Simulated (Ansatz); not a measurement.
Geometry optimisation in Ansatz: input, command and trajectory.

```yaml
crystal:
  lattice:
    - [13.8, 0.0, 0.0]
    - [0.0, 15.7, 0.0]
    - [0.0, 0.0, 3.2102321259]
  atoms:
    - { symbol: Ti, position: [0.4418436209, 0.2955266162, 0.0] }
    - { symbol: Ti, position: [0.4418436209, 0.5, 0.0] }
    - { symbol: Ti, position: [0.4418436209, 0.7044733838, 0.0] }
    - { symbol: Ti, position: [0.6744691373, 0.5, 0.0] }
    - { symbol: Ti, position: [0.3255308627, 0.3977633081, 0.5] }
    - { symbol: Ti, position: [0.3255308627, 0.6022366919, 0.5] }
    - { symbol: Ti, position: [0.5581563791, 0.3977633081, 0.5] }
    - { symbol: Ti, position: [0.5581563791, 0.6022366919, 0.5] }
basis:
  ecutwfc: 420
kpoints:
  mp_grid: { grid: [1, 1, 17] }
hamiltonian:
  xc: pbesol
scf:
  occupations: { method: gaussian, width: 0.05 }
output:
  forces: true
  stress: true
  eigenvalues: true
  populations: true
  write_density: true
  write_potential: true
  elf: true
  volumetric_format: npy
relax:
  adjacent_minimum: "off"
  f_tol: 0.02
  max_steps: 45
  cell: { fix: [a, b, alpha, beta, gamma], stress_tol: 0.03 }
```

```bash
ansatz run input.yaml --threads 4 --pin off --max-ram 11264MiB --backend cpu --events-out ev --progress --plain --runs-dir out
```

Theory: Ansatz, DFT PBEsol, scalar-relativistic, plane waves, PAW.

Of 11 frames 10 are shown, positions in Å and forces in eV/Å; the SCF threshold varies from step to step. Steps run on the plane waves of an earlier cell, with a Pulay correction in the pressure. The basis is chosen afresh for the last frame, the zero of the energies, and at times for earlier ones too; energy and pressure step there, also at an unchanged geometry.

```xyz
8
Lattice="13.8000 0.0000 0.0000 0.0000 15.7000 0.0000 0.0000 0.0000 3.2102" Properties=species:S:1:pos:R:3:forces:R:3 pbc="T T T" step=1 free_energy_over_end_meV_per_atom=211.09 pressure_GPa=-2.54
Ti    6.0974    4.6398    0.0000   -0.2784    1.5066    0.0000
Ti    6.0974    7.8500    0.0000    0.1720    0.0000    0.0000
Ti    6.0974   11.0602    0.0000   -0.2784   -1.5066    0.0000
Ti    9.3077    7.8500    0.0000   -1.3791    0.0000    0.0000
Ti    4.4923    6.2449    1.6051    1.0192    0.0491    0.0000
Ti    4.4923    9.4551    1.6051    1.0192   -0.0491    0.0000
Ti    7.7026    6.2449    1.6051   -0.1372    0.1321    0.0000
Ti    7.7026    9.4551    1.6051   -0.1372   -0.1321    0.0000
8
Lattice="13.8000 0.0000 0.0000 0.0000 15.7000 0.0000 0.0000 0.0000 3.1265" Properties=species:S:1:pos:R:3:forces:R:3 pbc="T T T" step=2 free_energy_over_end_meV_per_atom=92.65 pressure_GPa=-0.68
Ti    6.0706    4.8282    0.0000    0.1412    0.2362    0.0000
Ti    6.1455    7.8500    0.0000    0.2366    0.0000    0.0000
Ti    6.0706   10.8718    0.0000    0.1412   -0.2362    0.0000
Ti    9.1319    7.8500    0.0000   -0.5363    0.0000    0.0000
Ti    4.5977    6.2952    1.5632   -0.1423    0.3981    0.0000
Ti    4.5977    9.4048    1.5632   -0.1423   -0.3981    0.0000
Ti    7.6879    6.2593    1.5632    0.1512   -0.1689    0.0000
Ti    7.6879    9.4407    1.5632    0.1512    0.1689    0.0000
8
Lattice="13.8000 0.0000 0.0000 0.0000 15.7000 0.0000 0.0000 0.0000 3.0058" Properties=species:S:1:pos:R:3:forces:R:3 pbc="T T T" step=3 free_energy_over_end_meV_per_atom=44.82 pressure_GPa=0.12
Ti    6.0063    4.9430    0.0000   -0.2378   -0.0472    0.0000
Ti    6.2843    7.8500    0.0000   -0.2689    0.0000    0.0000
Ti    6.0063   10.7570    0.0000   -0.2378    0.0472    0.0000
Ti    9.0778    7.8500    0.0000    0.3633    0.0000    0.0000
Ti    4.5239    6.4750    1.5029   -0.1635   -0.3602    0.0000
Ti    4.5239    9.2250    1.5029   -0.1635    0.3602    0.0000
Ti    7.7836    6.1592    1.5029    0.3541   -0.2848    0.0000
Ti    7.7836    9.5408    1.5029    0.3541    0.2848    0.0000
8
Lattice="13.8000 0.0000 0.0000 0.0000 15.7000 0.0000 0.0000 0.0000 2.8491" Properties=species:S:1:pos:R:3:forces:R:3 pbc="T T T" step=4 free_energy_over_end_meV_per_atom=10.15 pressure_GPa=0.06
Ti    5.9355    4.9710    0.0000   -0.1489    0.1388    0.0000
Ti    6.3253    7.8500    0.0000   -0.2083    0.0000    0.0000
Ti    5.9355   10.7290    0.0000   -0.1489   -0.1388    0.0000
Ti    9.1665    7.8500    0.0000    0.2039    0.0000    0.0000
Ti    4.3944    6.5102    1.4246    0.0012   -0.2671    0.0000
Ti    4.3944    9.1898    1.4246    0.0012    0.2671    0.0000
Ti    7.9191    6.0426    1.4246    0.1499   -0.2187    0.0000
Ti    7.9191    9.6574    1.4246    0.1499    0.2187    0.0000
8
Lattice="13.8000 0.0000 0.0000 0.0000 15.7000 0.0000 0.0000 0.0000 2.7480" Properties=species:S:1:pos:R:3:forces:R:3 pbc="T T T" step=5 free_energy_over_end_meV_per_atom=7.07 pressure_GPa=0.04
Ti    5.8860    5.0804    0.0000    0.2216   -0.3335    0.0000
Ti    6.3263    7.8500    0.0000   -0.0939    0.0000    0.0000
Ti    5.8860   10.6196    0.0000    0.2216    0.3335    0.0000
Ti    9.2428    7.8500    0.0000   -0.0960    0.0000    0.0000
Ti    4.2634    6.5209    1.3740   -0.0354    0.4195    0.0000
Ti    4.2634    9.1791    1.3740   -0.0354   -0.4195    0.0000
Ti    8.0610    5.9275    1.3740   -0.0912    0.0328    0.0000
Ti    8.0610    9.7725    1.3740   -0.0912   -0.0328    0.0000
8
Lattice="13.8000 0.0000 0.0000 0.0000 15.7000 0.0000 0.0000 0.0000 2.7659" Properties=species:S:1:pos:R:3:forces:R:3 pbc="T T T" step=7 free_energy_over_end_meV_per_atom=1.54 pressure_GPa=0.01
Ti    5.9096    5.0164    0.0000    0.0071   -0.0323    0.0000
Ti    6.3522    7.8500    0.0000   -0.2464    0.0000    0.0000
Ti    5.9096   10.6836    0.0000    0.0071    0.0323    0.0000
Ti    9.1746    7.8500    0.0000    0.0503    0.0000    0.0000
Ti    4.3137    6.5386    1.3830    0.0654    0.1226    0.0000
Ti    4.3137    9.1614    1.3830    0.0654   -0.1226    0.0000
Ti    8.0082    5.9096    1.3830    0.0256   -0.1105    0.0000
Ti    8.0082    9.7904    1.3830    0.0256    0.1105    0.0000
8
Lattice="13.8000 0.0000 0.0000 0.0000 15.7000 0.0000 0.0000 0.0000 2.7517" Properties=species:S:1:pos:R:3:forces:R:3 pbc="T T T" step=8 free_energy_over_end_meV_per_atom=0.23 pressure_GPa=0.03
Ti    5.9066    5.0176    0.0000    0.0132   -0.0098    0.0000
Ti    6.3586    7.8500    0.0000   -0.1644    0.0000    0.0000
Ti    5.9066   10.6824    0.0000    0.0132    0.0098    0.0000
Ti    9.1526    7.8500    0.0000    0.0452    0.0000    0.0000
Ti    4.3118    6.5648    1.3758    0.0584   -0.0189    0.0000
Ti    4.3118    9.1352    1.3758    0.0584    0.0189    0.0000
Ti    8.0209    5.8600    1.3758   -0.0118   -0.0750    0.0000
Ti    8.0209    9.8400    1.3758   -0.0118    0.0750    0.0000
8
Lattice="13.8000 0.0000 0.0000 0.0000 15.7000 0.0000 0.0000 0.0000 2.7595" Properties=species:S:1:pos:R:3:forces:R:3 pbc="T T T" step=9 free_energy_over_end_meV_per_atom=-0.04 pressure_GPa=-0.03
Ti    5.9166    5.0061    0.0000   -0.0201   -0.0180    0.0000
Ti    6.3428    7.8500    0.0000    0.0833    0.0000    0.0000
Ti    5.9166   10.6939    0.0000   -0.0201    0.0180    0.0000
Ti    9.1257    7.8500    0.0000   -0.0132    0.0000    0.0000
Ti    4.3284    6.5642    1.3797   -0.0191   -0.0394    0.0000
Ti    4.3284    9.1358    1.3797   -0.0191    0.0394    0.0000
Ti    8.0157    5.8248    1.3797    0.0041    0.0357    0.0000
Ti    8.0157    9.8752    1.3797    0.0041   -0.0357    0.0000
8
Lattice="13.8000 0.0000 0.0000 0.0000 15.7000 0.0000 0.0000 0.0000 2.7519" Properties=species:S:1:pos:R:3:forces:R:3 pbc="T T T" step=10 free_energy_over_end_meV_per_atom=-0.22 pressure_GPa=-0.01
Ti    5.9119    5.0028    0.0000    0.0012    0.0102    0.0000
Ti    6.3492    7.8500    0.0000   -0.0005    0.0000    0.0000
Ti    5.9119   10.6972    0.0000    0.0012   -0.0102    0.0000
Ti    9.1342    7.8500    0.0000   -0.0066    0.0000    0.0000
Ti    4.3239    6.5606    1.3759    0.0101   -0.0104    0.0000
Ti    4.3239    9.1394    1.3759    0.0101    0.0104    0.0000
Ti    8.0174    5.8316    1.3759   -0.0077    0.0026    0.0000
Ti    8.0174    9.8684    1.3759   -0.0077   -0.0026    0.0000
8
Lattice="13.8000 0.0000 0.0000 0.0000 15.7000 0.0000 0.0000 0.0000 2.7519" Properties=species:S:1:pos:R:3:forces:R:3 pbc="T T T" step=11 free_energy_over_end_meV_per_atom=0.00 pressure_GPa=-0.01
Ti    5.9119    5.0028    0.0000    0.0012    0.0097    0.0000
Ti    6.3492    7.8500    0.0000   -0.0003    0.0000    0.0000
Ti    5.9119   10.6972    0.0000    0.0012   -0.0097    0.0000
Ti    9.1342    7.8500    0.0000   -0.0062    0.0000    0.0000
Ti    4.3239    6.5606    1.3759    0.0097   -0.0104    0.0000
Ti    4.3239    9.1394    1.3759    0.0097    0.0104    0.0000
Ti    8.0174    5.8316    1.3759   -0.0075    0.0025    0.0000
Ti    8.0174    9.8684    1.3759   -0.0075   -0.0025    0.0000
```

Time: 72 s on 4 threads of Intel(R) Xeon(R) 6975P-C (Granite Rapids), with other jobs on the host, peak memory 1.4 GiB.